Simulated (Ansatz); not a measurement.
All numbers below come from DFT PBE, scalar-relativistic, plane waves, PAW (Ansatz). All cells share a 420 eV cutoff and Γ-centred k meshes spaced at most about 0.3 Å⁻¹ (about 0.25 or finer for metals, 2π included). No spin polarisation.

Each guess is relaxed in cell and atoms at zero pressure, on a coarse mesh first where it starts far from rest and then on a converged one. The steps can't lower the symmetry of the start, but it can rise. Energies are static (0 K, no zero-point motion).

Two unrelaxed guesses for Al5N:

A.

Space group F-43m (No. 216). a = 7.133 Å, b = 7.133 Å, c = 7.133 Å, α = 90.00°, β = 90.00°, γ = 90.00°
```json
{"atom": "Al", "site": "16e", "symmetry": ".3m", "x": "0.3760", "y": "0.3760", "z": "0.1240"}
{"atom": "Al", "site": "4d", "symmetry": "-43m", "x": "0.2500", "y": "0.2500", "z": "0.7500"}
{"atom": "N", "site": "4b", "symmetry": "-43m", "x": "0.5000", "y": "0.0000", "z": "0.0000"}
```

B.

Space group P4mm (No. 99). a = 4.833 Å, b = 4.833 Å, c = 4.076 Å, α = 90.00°, β = 90.00°, γ = 90.00°
```csv
atom,site,symmetry,x,y,z
Al,4d,..m,0.2728,0.2728,0.1600
Al,1a,4mm,0.0000,0.0000,0.9136
N,1a,4mm,0.0000,0.0000,0.4540
```

Task: Where do they end, and which end is lower?

Result: B ends lower, by 0.65 eV/atom. A: F-43m at 15.1 Å³/atom → F-43m at 16.3 Å³/atom; B: P4mm at 15.9 Å³/atom → P4mm at 22.3 Å³/atom. Counting Al atoms around N (those within 1.25 times the shortest such distance or 1.15 times the sum of covalent radii; a plus sign parts nearer from farther groups; the shortest distance is added where it is long for a bond), the end of A has N 16 from 3.0 Å and the end of B has N 1+4. End of A. Conventional cell: a = 7.321 Å. Around Al on a site of symmetry -43m lie 12 Al at 3.03 Å and 4 N at 3.17 Å; Al on a site of symmetry 3m has 6 Al at 2.58–2.59 Å, 3 Al at 3.03 Å and 3 N at 3.04 Å; around N lie 16 Al at 3.04–3.17 Å (long contacts). End of B. Conventional cell: a = 5.281 Å, c = 4.789 Å. Al on a site of symmetry m is surrounded by 1 N at 2.08 Å and 5 Al at 2.61–2.70 Å; Al on a site of symmetry 4mm has 1 N at 1.86 Å; N has 1 Al at 1.86 Å and 4 Al at 2.08 Å.

Ends held by symmetry can be saddle points. Neither end is the lowest form computed: that has space group P1 (No. 1) and lies 0.31 eV/atom below the better end. Even the lowest of the cells shown lies +0.26 eV/atom against the elements. Some candidate types were left out of the draw beforehand, so a known form may be missing.
